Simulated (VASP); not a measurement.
# BiTe (Fm-3m) in VASP: settings compared, part 2 of 2

VASP 6.6.1.

### Step 5. Single point, PBE

INCAR

```
PREC = Accurate ; ENCUT = 400
EDIFF = 1E-7 ; ISMEAR = 0
SIGMA = 0.02 ; LREAL = False
LASPH = True ; NELM = 100
ALGO = Normal ; ISIF = 2
LWAVE = False ; LCHARG = False
GGA = PE
```

KPOINTS

```
Automatic mesh
0
Gamma
  4 4 4
```

POSCAR

```
BiTe
1.0
    0.0000000000      3.2350000000      3.2350000000
    3.2350000000      0.0000000000      3.2350000000
    3.2350000000      3.2350000000      0.0000000000
Bi Te
1 1
Direct
    0.0000000000      0.0000000000      0.0000000000
    0.5000000000      0.5000000000      0.5000000000
```

The run is started by

```console
cat potpaw_PBE.64/Bi_d_GW/POTCAR potpaw_PBE.64/Te_GW/POTCAR > POTCAR
mpirun -np 1 vasp_std > vasp.out
```

Wall time 9.2 s (1 thread of Intel Xeon Platinum 8488C (Sapphire Rapids), shared host); peak memory 0.17 GiB.

Results (log left out):

* Free energy: -7.1866 eV
* Pressure: -0.1 GPa
* Band gap on the k mesh: none (metal or under the smearing width)

Levels at points of the mesh, in eV from the Fermi level:
| k point | band 9 | band 10 | band 11 | band 12 | band 13 | band 14 |
| --- | --- | --- | --- | --- | --- | --- |
| (0.00, 0.00, 0.00) | -2.53 | -2.53 | -2.53 | 2.18 | 2.18 | 2.18 |
| (0.50, 0.00, 0.00) | -1.91 | -1.91 | -1.58 | -0.79 | -0.60 | -0.60 |
| (0.50, 0.50, 0.00) | -5.64 | -4.00 | -4.00 | 2.28 | 3.61 | 3.61 |

Caveat: the k mesh is coarse (spacing up to 0.42 Å⁻¹), so the values aren't converged; spin-orbit coupling is left out, which moves the levels of the heavy elements.

### Step 6. Relaxation of cell and atoms, LDA

INCAR

```
SYSTEM = BiTe
ALGO = Normal
EDIFF = 1E-6
EDIFFG = -0.01
ENCUT = 600
GGA = CA
IBRION = 2
ISIF = 3
ISMEAR = -1
LASPH = .TRUE.
LCHARG = .FALSE.
LREAL = .FALSE.
LWAVE = .FALSE.
NELM = 80
NSW = 40
PREC = Accurate
SIGMA = 0.05
```

KPOINTS

```
k-points
0
G
  6 6 6
  0 0 0
```

POSCAR is that of step 5.

Potentials or basis: VASP PAW LDA potentials, release 64 (Bi_d, Te).

The run is started by

```console
cat potpaw_LDA.64/Bi_d/POTCAR potpaw_LDA.64/Te/POTCAR > POTCAR
mpirun -np 1 vasp_std > vasp.out
```

OUTCAR:

```text
SYSTEM = BiTe
   EDIFF = 1E-6
   EDIFFG = -0.01
   ENCUT = 600
   GGA = CA
   IBRION = 2
   ISIF = 3
   ISMEAR = -1
   LASPH = .TRUE.
   LREAL = .FALSE.
   NELM = 80
   NSW = 40
   PREC = Accurate

 ion  position               nearest neighbor table
   1  0.000  0.000  0.000-   2 3.23   2 3.23   2 3.23   2 3.23   2 3.23   2 3.23
   2  0.500  0.500  0.500-   1 3.23   1 3.23   1 3.23   1 3.23   1 3.23   1 3.23

  LATTYP: Found a face centered cubic cell.
 ALAT       =     6.4700000000

  Lattice vectors:

 A1 = (   0.0000000000,   3.2350000000,   3.2350000000)
 A2 = (   3.2350000000,   0.0000000000,   3.2350000000)
 A3 = (   3.2350000000,   3.2350000000,   0.0000000000)

Analysis of symmetry for initial positions (statically):
=====================================================================
 Subroutine PRICEL returns:
 Original cell was already a primitive cell.

 Routine SETGRP: Setting up the symmetry group for a
 face centered cubic supercell.

 Subroutine GETGRP returns: Found 48 space group operations
 (whereof 48 operations were pure point group operations)
 out of a pool of 48 trial point group operations.

The static configuration has the point symmetry O_h .

Analysis of symmetry for dynamics (positions and initial velocities):
=====================================================================
 Subroutine PRICEL returns:
 Original cell was already a primitive cell.

 Routine SETGRP: Setting up the symmetry group for a
 face centered cubic supercell.

 Subroutine GETGRP returns: Found 48 space group operations
 (whereof 48 operations were pure point group operations)
 out of a pool of 48 trial point group operations.

The dynamic configuration has the point symmetry O_h .

 Subroutine INISYM returns: Found 48 space group operations
 (whereof 48 operations are pure point group operations),
 and found     1 'primitive' translations

----------------------------------------------------------------------------------------

                                     Primitive cell
[... 122 lines left out ...]

 number of electron      21.0000002 magnetization

 Free energy of the ion-electron system (eV)
  ---------------------------------------------------
  ext. energy  EPLUGINS =         0.00000000
  ---------------------------------------------------
  free energy    TOTEN  =        -8.48715145 eV

  energy without entropy =       -8.46913811  energy(sigma->0) =       -8.47814478

------------------------ aborting loop because EDIFF is reached ----------------------------------------

  FORCE on cell =-STRESS in cart. coord.  units (eV):
  Direction    XX          YY          ZZ          XY          YZ          ZX
  --------------------------------------------------------------------------------------
  -------------------------------------------------------------------------------------
  Total       -1.0906435     -1.0906435     -1.0906435      0.0000000      0.0000000      0.0000000
  in kB      -25.8071794    -25.8071794    -25.8071794      0.0000000      0.0000000      0.0000000
  external PRESSURE =     -25.8071794 kB  Pullay stress =       0.0000000 kB
[... 23 lines left out ...]
--------------------------------------- Ionic step        2  -------------------------------------------

 number of electron      20.9999997 magnetization

 E-fermi :   7.3340     XC(G=0): -10.0272

 val. band max:        7.3086941015   @ k =  -0.3333   0.1667   0.0000
 cond. band min:       7.4231834045   @ k =   0.3333   0.0000   0.0000
 fundamental gap:      0.1144893029
 Fermi energy:         7.3339522834

 k-point     1 :       0.0000    0.0000    0.0000
  band No.  band energies     occupation
      1     -15.6554      2.00000
      2     -15.6554      2.00000
      3     -15.6429      2.00000
      4     -15.6429      2.00000
      5     -15.6429      2.00000
      6      -6.6618      2.00000
      7      -0.4023      2.00000
      8       4.7078      2.00000
      9       4.7078      2.00000
     10       4.7078      2.00000
     11       9.7446      0.00000
     12       9.7446      0.00000
     13       9.7446      0.00000
     14      12.0128      0.00000
[... 288 lines left out ...]
--------------------------------------- Ionic step        3  -------------------------------------------

 number of electron      20.9999999 magnetization

 Free energy of the ion-electron system (eV)
  ---------------------------------------------------
  ext. energy  EPLUGINS =         0.00000000
  ---------------------------------------------------
  free energy    TOTEN  =        -8.51562100 eV

  energy without entropy =       -8.49620381  energy(sigma->0) =       -8.50591241

 E-fermi :   6.9590     XC(G=0):  -9.9009

 val. band max:        6.9211949759   @ k =   0.3333   0.0000   0.0000
 cond. band min:       7.0736381930   @ k =   0.3333   0.0000   0.0000
 fundamental gap:      0.1524432171
 Fermi energy:         6.9590091996

 k-point     1 :       0.0000    0.0000    0.0000
  band No.  band energies     occupation
      1     -16.0110      2.00000
      2     -16.0110      2.00000
      3     -16.0005      2.00000
      4     -16.0005      2.00000
      5     -16.0005      2.00000
      6      -6.8178      2.00000
      7      -0.8908      2.00000
      8       4.4165      2.00000
      9       4.4165      2.00000
     10       4.4165      2.00000
     11       9.3119      0.00000
     12       9.3119      0.00000
     13       9.3119      0.00000
     14      11.6862      0.00000
[... 282 lines left out ...]
  FREE ENERGIE OF THE ION-ELECTRON SYSTEM (eV)
  ---------------------------------------------------
  free  energy   TOTEN  =        -8.5156209958 eV

  energy  without entropy=       -8.4962038147  energy(sigma->0) =       -8.50591241

 reached required accuracy - stopping structural energy minimisation
```

OSZICAR:

```text
N       E                     dE             d eps       ncg     rms          rms(c)
DAV:   1     0.162532459638E+03    0.16253E+03   -0.10878E+04   448   0.161E+03
DAV:   2     0.382197533374E+01   -0.15871E+03   -0.15659E+03   466   0.378E+02
DAV:   3    -0.821164792652E+01   -0.12034E+02   -0.11890E+02   598   0.109E+02
[... 23 lines left out ...]
DAV:   4    -0.851559401739E+01   -0.17951E-03   -0.24662E-03   448   0.457E-01    0.205E-01
DAV:   5    -0.851565984150E+01   -0.65824E-04   -0.82676E-04   574   0.389E-01    0.545E-02
DAV:   6    -0.851562222334E+01    0.37618E-04   -0.21581E-04   550   0.249E-01    0.122E-02
DAV:   7    -0.851562115296E+01    0.10704E-05   -0.49749E-06   456   0.265E-02    0.820E-03
DAV:   8    -0.851562099581E+01    0.15714E-06   -0.74429E-07   224   0.120E-02
   3 F= -.85156210E+01 E0= -.85059124E+01  d E =-.284695E-01
```

Wall time 24 s (1 thread of Intel Xeon Platinum 8488C (Sapphire Rapids), shared host); peak memory 0.2 GiB.

What came out:

- Free energy: -8.5156 eV
- Relaxed volume: 32.16 Å³/atom
- Relaxed cell: a = 4.497 Å, b = 4.497 Å, c = 4.497 Å, α = 60.00°, β = 60.00°, γ = 60.00°
- Space group after relaxing (to 0.05 Å): Fm-3m (No. 225)
- Energy gained by relaxing: 14.2 meV/atom
- Ionic steps: 3
- Pressure after relaxing: 0.0 GPa
- Band gap on the k mesh: none (metal or under the smearing width)

The path:
```
step  energy change (eV)  largest force (eV/Å)  pressure (GPa)  volume (Å³)
   1              0.0000                0.0000           -2.58        67.71
   2             -0.0194                0.0000            1.69        62.51
   3             -0.0285                0.0000           -0.02        64.31
```

Final structure:
```
Bi Te
1.0
     0.00000    3.17996    3.17996
     3.17996    0.00000    3.17996
     3.17996    3.17996    0.00000
Bi Te
1 1
Direct
  0.00000 0.00000 0.00000
  0.50000 0.50000 0.50000
```

Caveat: spin-orbit coupling is left out, which moves the levels of the heavy elements.

### Step 7. The runs side by side

| task | level | potentials or basis | cell | k mesh | cutoff (eV) | smearing | ladder | mesh quality | gap on the mesh (eV) | pressure (GPa) |
| --- | --- | --- | --- | --- | --- | --- | --- | --- | --- | --- |
| single point | PBE | VASP PAW PBE potentials, release 64 (Bi_d_GW, Te_GW) | as given | 5 × 5 × 5 | 500 | gaussian 0.02 eV | - | not flagged | none | 0.5 |
| single point | PBE | VASP PAW PBE potentials, release 64 (Bi_d_GW, Te_GW) | as given | 4 × 4 × 4 | 450 | gaussian 0.02 eV | - | coarse | none | 0.1 |
| single point | PBE | VASP PAW PBE potentials, release 64 (Bi_d_GW, Te_GW) | as given | 4 × 4 × 4 | 500 | gaussian 0.02 eV | - | coarse | none | 0.2 |
| single point | PBE | VASP PAW PBE potentials, release 64 (Bi_d_GW, Te_GW) | as given | 4 × 4 × 4 | 400 | gaussian 0.02 eV | - | coarse | none | -0.1 |
| relaxation of cell and atoms | LDA | VASP PAW LDA potentials, release 64 (Bi_d, Te) | relaxed | 6 × 6 × 6 | 600 | fermi-dirac 0.05 eV | gaps | not flagged | none | 0.0 |

Alike in all rows: no spin polarisation.

Caveats: some runs use coarse meshes; spin-orbit coupling is left out, which moves the levels of the heavy elements.

Total energies depend on the potentials used, so only differences within one code and one set of settings carry meaning.
